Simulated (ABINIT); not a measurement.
The system is N.

```
N
1.0
     2.51947    0.00000    0.00000
    -1.25974    2.18193    0.00000
     0.00000    0.00000    2.44600
N
2
Direct
  0.33333 0.66667 0.75000
  0.66667 0.33333 0.25000
```

The real solid is made of molecules; this cell is a model form.

```yaml
Program: ABINIT 10.8.3 (patched build)
Task: single point
Functional: PBE
Potentials_or_basis: JTH PAW PBE v2.0
Cutoff: 707 eV
k_mesh: 12 × 12 × 11
Occupations: fermi-dirac, width 0.05 eV
Spin: no spin polarisation
```

On this cell: pressure 9.4 GPa; largest force under 0.003 eV/Å; band gap on the k mesh none (metal or under the smearing width).

The same run follows on a disturbed copy (atoms moved at random, drawn with an rms of 0.05 Å):

```
CELL_PARAMETERS angstrom
2.51947 0.00000 0.00000
-1.25974 2.18193 0.00000
0.00000 0.00000 2.44600
ATOMIC_POSITIONS crystal
N 0.32898 0.66023 0.73606
N 0.67162 0.33290 0.25859
```

Q: What does the disturbed cell give?

A: The energy (extrapolated to zero smearing) moves by -30.7 meV/atom; pressure 9.8 GPa; largest force 2.178 eV/Å; band gap on the k mesh none (metal or under the smearing width).

Forces on the atoms (eV/Å):
```
N   -0.128 -0.087 -2.173
N    0.128  0.087  2.173
```

Stress tensor (GPa, compression positive):
```
10.11 -2.25  0.60
-2.25 13.74  0.47
 0.60  0.47  5.66
```

The energy falls, though the first cell shows no forces: that form is unstable against this distortion, unless noise or another electronic state is at work.
